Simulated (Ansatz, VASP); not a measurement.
## CrO2: VASP beside Ansatz

The input INCAR:

```
ALGO = Normal
EDIFF = 1E-7
ENCUT = 520
GGA = PE
ISIF = 2
ISMEAR = 0
ISPIN = 2
LASPH = T
LCHARG = T
LDAU = T
LDAUJ = 0 0
LDAUL = 2 -1
LDAUPRINT = 1
LDAUTYPE = 2
LDAUU = 3.7 0
LELF = T
LMAXMIX = 4
LORBIT = 11
LREAL = F
LVHAR = T
LWAVE = F
MAGMOM = 2 2 0 0 0 0
NBANDS = 37
NELM = 150
PREC = Accurate
SIGMA = 0.05
```

Contents of KPOINTS:

```
k-points
0
Gamma
  4 4 6
```

File POSCAR:

```
CrO2
1.0
    4.4210000000      0.0000000000      0.0000000000
    0.0000000000      4.4210000000      0.0000000000
    0.0000000000      0.0000000000      2.9170000000
Cr O
2 4
Direct
    0.0000000000      0.0000000000      0.0000000000
    0.5000000000      0.5000000000      0.5000000000
    0.3010000000      0.3010000000      0.0000000000
    0.1990000000      0.8010000000      0.5000000000
    0.6990000000      0.6990000000      0.0000000000
    0.8010000000      0.1990000000      0.5000000000
```

Input for Ansatz:

```yaml
crystal:
  lattice:
    - [4.421, 0.0, 0.0]
    - [0.0, 4.421, 0.0]
    - [0.0, 0.0, 2.917]
  atoms:
    - { symbol: Cr, position: [0.0, 0.0, 0.0], spin: 2.0 }
    - { symbol: Cr, position: [0.5, 0.5, 0.5], spin: 2.0 }
    - { symbol: O, position: [0.301, 0.301, 0.0] }
    - { symbol: O, position: [0.199, 0.801, 0.5] }
    - { symbol: O, position: [0.699, 0.699, 0.0] }
    - { symbol: O, position: [0.801, 0.199, 0.5] }
basis:
  ecutwfc: 420
  ecutrho_ratio: 4
kpoints:
  mp_grid: { grid: [4, 4, 6] }
hamiltonian:
  xc: pbe
  hubbard: { sites: [{ species: Cr, l: d, u_eff: 3.7 }] }
scf:
  occupations: { method: gaussian, width: 0.05 }
  lower_state_search: "off"
output:
  forces: true
  stress: true
  eigenvalues: true
  populations: true
  hubbard: { sites: [{ species: Cr, l: d }] }
magnetization:
  spin_polarized: true
checkpoint:
  read: start.run
  write: ck
  compress: false
  write_wavefunctions: false
  write_every: 100000
```

Alike in both runs: task single point; functional PBE; k mesh 4 × 4 × 6; occupations gaussian, width 0.05 eV; collinear spin; Hubbard terms Cr d U = 3.7 eV.

|  | VASP | Ansatz |
| --- | --- | --- |
| version | VASP 6.6.1 | Ansatz 0.2.0 |
| potentials or method | VASP PAW PBE potentials, release 64 (Cr_pv, O) | scalar-relativistic, plane waves, PAW |
| plane-wave cutoff (eV) | 520 | 420 |
| valence electrons in the cell | 48 | 52 |

```csv
,VASP,Ansatz,Ansatz less VASP
gap on the k mesh at the Fermi level (eV),none,none,-
pressure (GPa),11.4,9.7,-1.70
largest component of the traceless stress (GPa),2.73,2.21,-0.513
rms of the force components (eV/Å),0.029,0.040,+0.0106
net moment per atom (μB),0.67,0.67,0.000
size of the moment on the site where the two differ most (μB),2.38,1.99,-0.385
```

Site moments also hang on the region over which each program counts them. The programs project onto different local orbitals, so the same U acts differently. Atom by atom the forces differ by 0.069 eV/Å (rms over components). A gap of «none» marks a metal or a gap that the smearing closes. The two sets of potentials don't hold the same shells in valence. Ansatz warned: «filled_band_counts_differ_across_k_points».

The state reached can hang on the start; a lower one may exist.
